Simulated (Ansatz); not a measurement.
La:

```
La
1.0
     0.00000    2.64550    2.64550
     2.64550    0.00000    2.64550
     2.64550    2.64550    0.00000
La
1
Cartesian
  0.0000 0.0000 0.0000
```

This isn't the form of La at room conditions, which is double hcp.

- Program: Ansatz 0.2.0
- Task: relaxation of cell and atoms
- Functional: PBEsol
- Dispersion: D4
- Potentials or basis: all-electron LAPW, relativistic spinors
- Basis error allowed: 0.0005 eV/atom
- k mesh: 7 × 7 × 7
- Occupations: fermi-dirac, width 0.1 eV
- Spin: non-collinear spin, random start, spin-orbit coupling
- Starting moments: [[0.238, 0.308, 0.389]] μB

At the start: volume 37.03 Å³/atom.

Question: Where does the relaxation end?

Answer: Over 5 steps the energy falls by 44.7 meV/atom and the volume is 32.74 Å³/atom (-11.6 %); space group Fm-3m (No. 225, to 0.05 Å); moment 0.00 μB per cell.

Step by step:
```
step  energy change (eV)  largest force (eV/Å)  volume (Å³)
   1              0.0000                0.0000        37.03
   2             -0.0378                0.0000        34.34
   3             -0.0445                0.0000        32.50
   4             -0.0447                0.0000        32.74
   5             -0.0447                0.0000        32.74
```

Final structure:
```
CELL_PARAMETERS angstrom
0.00000 2.53913 2.53913
2.53913 0.00000 2.53913
2.53913 2.53913 0.00000
ATOMIC_POSITIONS crystal
La 0.00000 0.00000 0.00000
```

Caveat: the volume moved by -12 % from the deposited cell, more than functionals usually miss; the starting moments weren't kept.
